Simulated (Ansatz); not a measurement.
**Pt (bcc)**

Computed with Ansatz (plane waves, PAW, 420 eV cutoff): HSE06, scalar-relativistic, no spin polarisation, Γ-centred 10×10×10 mesh, 0.05 eV Gaussian smearing; PAW files: Ansatz's generated set soft_2.

```
Pt
1.0
    -1.56387    1.56387    1.56387
     1.56387   -1.56387    1.56387
     1.56387    1.56387   -1.56387
Pt
1
Cartesian
  0.0000 0.0000 0.0000
```

At room temperature and ambient pressure Pt is fcc.

The volume is at zero pressure for this level.

Path: Γ–H–N–Γ–P–H | P–N, with Γ = (0.000, 0.000, 0.000), H = (0.500, -0.500, 0.500), N = (0.000, 0.000, 0.500), P = (0.250, 0.250, 0.250) in reciprocal vectors of the calculation's cell.

Levels between -5 and 3 eV from the Fermi level at the path's named points:
| point | below E_F (eV) | above E_F (eV) |
| --- | --- | --- |
| Γ | -4.48 -4.48 -4.48 -1.99 -1.99 |  |
| H |  | 0.46 0.46 0.46 |
| N | -2.05 -1.52 | 0.18 1.21 |
| P | -1.49 -1.49 |  |

Question: By these bands, is it a metal or an insulator, and if it has a gap, where are the band edges on this path?

Answer: A metal: bands cross the Fermi level.

These numbers lack spin–orbit coupling. For a metal under a hybrid functional this mesh is coarse. Hybrids overstate magnetism in such metals, and spin polarisation wasn't allowed here.
